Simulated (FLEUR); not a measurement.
Ag: equation of state with r2SCAN

The system is Ag.

```
Ag
1.0
     0.00000    2.04275    2.04275
     2.04275    0.00000    2.04275
     2.04275    2.04275    0.00000
Ag
1
Direct
  0.00000 0.00000 0.00000
```

```json
{"Program": "FLEUR MaX-R8.1 (later development tree)", "Task": "equation of state", "Functional": "r2SCAN", "Potentials or basis": "all-electron", "Basis": "FLAPW", "Kmax": "4.1 1/bohr", "k mesh": "11 × 11 × 11", "Occupations": "fermi-dirac, width 0.05 eV", "Spin": "no spin polarisation", "Gmax": "12.7 1/bohr", "Muffin-tin radii": "Ag 2.48 bohr", "lmax": "Ag 10", "lnonsphr": "Ag 10", "Local orbitals a species": "Ag 5"}
```

* Equilibrium volume: 17.25 Å³/atom
* Bulk modulus: 102 GPa

Energy against volume, from the lowest point:
```
volume (Å³/atom)  energy (meV/atom)
          16.025              32.33
          16.366              15.61
          17.048               0.00
          17.730               3.11
          18.071              10.20
```

Caveat: the meta-GGA is that of a development version, with a GGA for the radial functions and cores and without core tails. Zero-point motion and thermal expansion aren't in these numbers.
